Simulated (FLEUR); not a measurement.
# Al2Au (Fm-3m) in FLEUR: further runs, part 2 of 2

FLEUR MaX-R8.1 (later development tree).

### Step 3. Band structure, PBEsol, spin-orbit coupling, no magnetisation

Changes to inp.xml since step 2:

```diff
@@ -6,3 +6,3 @@
    <calculationSetup>
-      <cutoffs Kmax="4.6" Gmax="14.3" GmaxXC="14.3" numbands="0"/>
+      <cutoffs Kmax="4.6" Gmax="14.3" GmaxXC="14.3" numbands="150"/>
       <scfLoop itmax="60" minDistance="0.00001" maxIterBroyd="15" imix="Anderson" alpha="0.05" precondParam="0.0" spinf="2.0" sdNocoIR="T"/>
@@ -11,3 +11,3 @@
       <magnetism jspins="1"/>
-      <soc l_soc="F" theta="0.0" phi="0.0" spav="F"/>
+      <soc l_soc="T" theta="0.0" phi="0.0" spav="F"/>
       <expertModes spex="0" secvar="F"/>
```

crystal.txt

```
Al2Au
&input cartesian=F /
0.0000000000  3.0000000000  3.0000000000
3.0000000000  0.0000000000  3.0000000000
3.0000000000  3.0000000000  0.0000000000
1.8897261246
1.0 1.0 1.0

3
79 0.0000000000  0.0000000000  0.0000000000
13 0.7500000000  0.7500000000  0.7500000000
13 0.2500000000  0.2500000000  0.2500000000

&soc 0.0 0.0 /
&kpt div1=6 div2=6 div3=6 gamma=T /
```

Changes to inp.xml (bands) since step 2:

```diff
@@ -6,3 +6,3 @@
    <calculationSetup>
-      <cutoffs Kmax="4.6" Gmax="14.3" GmaxXC="14.3" numbands="0"/>
+      <cutoffs Kmax="4.6" Gmax="14.3" GmaxXC="14.3" numbands="150"/>
       <scfLoop itmax="60" minDistance="0.00001" maxIterBroyd="15" imix="Anderson" alpha="0.05" precondParam="0.0" spinf="2.0" sdNocoIR="T"/>
@@ -11,3 +11,3 @@
       <magnetism jspins="1"/>
-      <soc l_soc="F" theta="0.0" phi="0.0" spav="F"/>
+      <soc l_soc="T" theta="0.0" phi="0.0" spav="F"/>
       <expertModes spex="0" secvar="F"/>
```

Potentials or basis: all-electron, FLAPW.

The run is started by

```sh
$ inpgen -f crystal.txt -profile fastHighL
$ # inp.xml edited to the form shown
$ fleur_MPI
$ fleur_MPI   # second run, on inp.xml (bands)
```

What it wrote:

```text
Welcome to FLEUR        (www.flapw.de)
      MaX-Release 8.1          (www.max-centre.eu)

 ========== k-point set info ==========
 Selected k-point list: default-1
 k-point list type: mesh
 6 x 6 x 6
 Number of k points: 36

 ------------Calculation Setup---------------------------
 Number of MPI-tasks      :            1
 Number of PE/node        :            1
 Number of OMP-threads    :            1
 Most efficient MPI parallelization for:
           1           2           3           4           6           9          12          18          36
 Additional eigenvalue parallelization possible
 Number of basis functions:          717
 Approximate size of matrices (H+S) per k-point:         0.008 GB
 --------------------------------------------------------
 Iteration:     1   Distance:      17.70830897 me/bohr^3
 Iteration:     2   Distance:      14.83646113 me/bohr^3
 Iteration:     3   Distance:       5.87167095 me/bohr^3
 Iteration:     4   Distance:       4.76860478 me/bohr^3
 Iteration:     5   Distance:       1.87227871 me/bohr^3
 Iteration:     6   Distance:       1.03491126 me/bohr^3
 Iteration:     7   Distance:       0.20154786 me/bohr^3
 Iteration:     8   Distance:       0.07468286 me/bohr^3
 Iteration:     9   Distance:       0.10667415 me/bohr^3
 Iteration:    10   Distance:       0.01700004 me/bohr^3
 Iteration:    11   Distance:       0.00256160 me/bohr^3
 Iteration:    12   Distance:       0.00202007 me/bohr^3
 Iteration:    13   Distance:       0.00026211 me/bohr^3
 Iteration:    14   Distance:       0.00017798 me/bohr^3
 Iteration:    15   Distance:       0.00000465 me/bohr^3

 ********************************************************************
 Run finished successfully
 Stop message:
   all done
 ********************************************************************
```

output (bands):

```text
Welcome to FLEUR        (www.flapw.de)
      MaX-Release 8.1          (www.max-centre.eu)

 ========== k-point set info ==========
 Selected k-point list: path-1
 k-point list type: path
 Number of k points: 60

 ------------Calculation Setup---------------------------
 Number of MPI-tasks      :            1
 Number of PE/node        :            1
 Number of OMP-threads    :            1
 Most efficient MPI parallelization for:
           1           2           3           4           5           6          10          12          15          20          30          60
 Additional eigenvalue parallelization possible
 Number of basis functions:          717
 Approximate size of matrices (H+S) per k-point:         0.008 GB
 --------------------------------------------------------
 Fermi energy correction for metals:
 Fermi energy in bands.* files may not be consistent with last density.
 Please correct it manually (e.g. in band.gnu file).

 Note: Band structure data (together with different weights) is also stored in the banddos.hdf file.
       A convenient way of extracting and plotting the data from that file is by making use of the

 ********************************************************************
 Run finished successfully
 Stop message:
   Charge density postprocessing done.
 ********************************************************************
```

out.xml (last iteration):

```text
<iteration numberForCurrentRun="   15" overallNumber="   15">
         <energyParameters units="Htr">
            <atomicEP atomType="1" spin="1" branch="6s" branchLowest="-3.61" branchHighest="1.51" value="0.0654556779"/>
            <atomicEP atomType="1" spin="1" branch="6p" branchLowest="-1.80" branchHighest="2.50" value="0.2353591135"/>
            <atomicEP atomType="1" spin="1" branch="5d" branchLowest="-11.59" branchHighest="0.36" value="0.1226462237"/>
            <atomicEP atomType="1" spin="1" branch="5f" branchLowest="-2.63" branchHighest="2.52" value="0.5291649420"/>
            <loAtomicEP atomType="1" spin="1" branch="5s" branchLowest="-26.40" branchHighest="-3.61" value="-3.6199142944"/>
            <loAtomicEP atomType="1" spin="1" branch="5p" branchLowest="-19.66" branchHighest="-1.80" value="-1.8741731566"/>
            <loAtomicEP atomType="1" spin="1" branch="5p" branchLowest="-19.66" branchHighest="-1.80" value="-1.8741731566"/>
            <loAtomicEP atomType="1" spin="1" branch="5d" branchLowest="-11.59" branchHighest="0.36" value="0.1054135369"/>
            <loAtomicEP atomType="1" spin="1" branch="5f" branchLowest="-2.63" branchHighest="2.52" value="0.5291587512"/>
[... 327 lines left out ...]
            <FockExchangeEnergyCore value="0.0000000000"/>
            <atomTypeDependentContributions atomType="1">
               <electronNucleiInteractionDifferentMTs value="23965.8922691727"/>
               <MadelungTerm value="-36.2917801096"/>
            </atomTypeDependentContributions>
            <atomTypeDependentContributions atomType="2">
               <electronNucleiInteractionDifferentMTs value="572.0952282018"/>
               <MadelungTerm value="-14.0746497477"/>
            </atomTypeDependentContributions>
            <tkbTimesEntropy value="0.0003461443"/>
            <freeEnergy value="-19527.4752402624"/>
            <extrapolationTo0K value="-19527.4750671903"/>
         </totalEnergy>
         <densityConvergence units="me/bohr^3">
            <chargeDensity spin="1" distance="0.0000046542"/>
         </densityConvergence>
      </iteration>
```

It took 5 min on 1 thread of Intel Xeon 6975P-C (Granite Rapids), shared host; peak memory 0.2 GiB.

Results:

```
Free energy                                           : -531369.6712 eV
Band gap along the path                               : none (metal or under the smearing width)
Valence electrons inside the program's atomic spheres : Au 17.39; Al 9.08 (radii Au 2.42, Al 2.13 bohr)
```

Levels at the corners of the path, in eV from the Fermi level:
| point | band 40 | band 41 | band 42 | band 43 | band 44 | band 45 |
| --- | --- | --- | --- | --- | --- | --- |
| Γ | 2.22 | 3.31 | 3.31 | 3.31 | 3.31 | 3.77 |
| X | -2.33 | -1.97 | -1.97 | 1.27 | 1.27 | 2.00 |
| W | -3.94 | -2.22 | -2.22 | 4.05 | 4.05 | 4.15 |
| K | -3.39 | -1.40 | -1.40 | 1.80 | 1.80 | 4.31 |
| Γ | 2.22 | 3.31 | 3.31 | 3.31 | 3.31 | 3.77 |
| L | 0.06 | 0.58 | 0.58 | 3.20 | 3.20 | 3.55 |
| U | -3.39 | -1.40 | -1.40 | 1.80 | 1.80 | 4.31 |
| W | -3.94 | -2.22 | -2.22 | 4.05 | 4.05 | 4.15 |
| L | 0.06 | 0.58 | 0.58 | 3.20 | 3.20 | 3.55 |
| K | -3.39 | -1.40 | -1.40 | 1.80 | 1.80 | 4.31 |
| U | -3.39 | -1.40 | -1.40 | 1.80 | 1.80 | 4.31 |
| X | -2.33 | -1.97 | -1.97 | 1.27 | 1.27 | 2.00 |

Core levels (eV from the Fermi level):
```csv
atom,levels
1 Au,"1s1/2 -80628.5, 2s1/2 -14214.6, 2p1/2 -13630.2, 2p3/2 -11795.2, 3s1/2 -3354.2, 3p1/2 -3091.7, 3p3/2 -2686.8, 4s1/2 -727.3, 3d3/2 -2251.4, 3d5/2 -2164.4, 4p1/2 -615.4, 4p3/2 -518.2, 4d3/2 -335.4, 4d5/2 -317.3, 4f5/2 -82.6, 4f7/2 -78.8"
2 Al,1s1/2 -1503.0
3 Al,1s1/2 -1503.0
```

Caveat: spin-orbit coupling is added in second variation on a limited number of bands.
